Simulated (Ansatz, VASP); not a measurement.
**One calculation of WC, two programs**

File INCAR:

```
SYSTEM = WC
PREC = Accurate
ENCUT = 520
EDIFF = 1E-7
ISMEAR = -1
SIGMA = 0.05
LREAL = .False.
LASPH = .True.
NELM = 100
ALGO = Normal
ISIF = 2
LWAVE = .False.
LCHARG = .False.
NBANDS = 16
```

The input KPOINTS:

```
regular mesh
0
Gamma
  10 10 10
  0 0 0
```

POSCAR

```
WC
1.0
    0.0000000000      2.1630495024      2.1630495024
    2.1630495024      0.0000000000      2.1630495024
    2.1630495024      2.1630495024      0.0000000000
W C
1 1
Direct
    0.0000000000      0.0000000000      0.0000000000
    0.5000000000      0.5000000000      0.5000000000
```

Contents of input.yaml:

```yaml
crystal:
  lattice:
    - [0.0, 2.1630495024, 2.1630495024]
    - [2.1630495024, 0.0, 2.1630495024]
    - [2.1630495024, 2.1630495024, 0.0]
  atoms:
    - { symbol: W, position: [0.0, 0.0, 0.0] }
    - { symbol: C, position: [0.5, 0.5, 0.5] }
kpoints:
  mp_grid: { grid: [10, 10, 10] }
scf:
  occupations: { method: fermi_dirac, width: 0.05 }
hamiltonian:
  xc: lda
  pseudopotentials: { kind: all_electron, lapw: { basis_error: 0.001 } }
output:
  forces: true
  stress: true
  eigenvalues: true
```

Change from the starting cell: volume scaled by 0.96.

Alike in both runs: task single point; functional LDA; k mesh 10 × 10 × 10; occupations fermi-dirac, width 0.05 eV; no spin polarisation.

```csv
,VASP,Ansatz
version,VASP 6.6.1,Ansatz 0.2.0
potentials or method,"VASP PAW LDA potentials, release 64 (W_sv, C)","all-electron LAPW, scalar-relativistic"
plane-wave cutoff (eV),520,see its input
```

Ansatz gave:

```
gap on the k mesh at the Fermi level (eV) : none
pressure (GPa)                            : -1.2
```

Question: Which values does VASP return?

Answer: gap on the k mesh at the Fermi level (eV): none; pressure (GPa): 1.2.

A gap of «none» marks a metal or a gap that the smearing closes. Ansatz ran all-electron here, so the differences hold the error of VASP's frozen core and of both bases.

Spin-orbit coupling is left out, which matters for the levels of W.
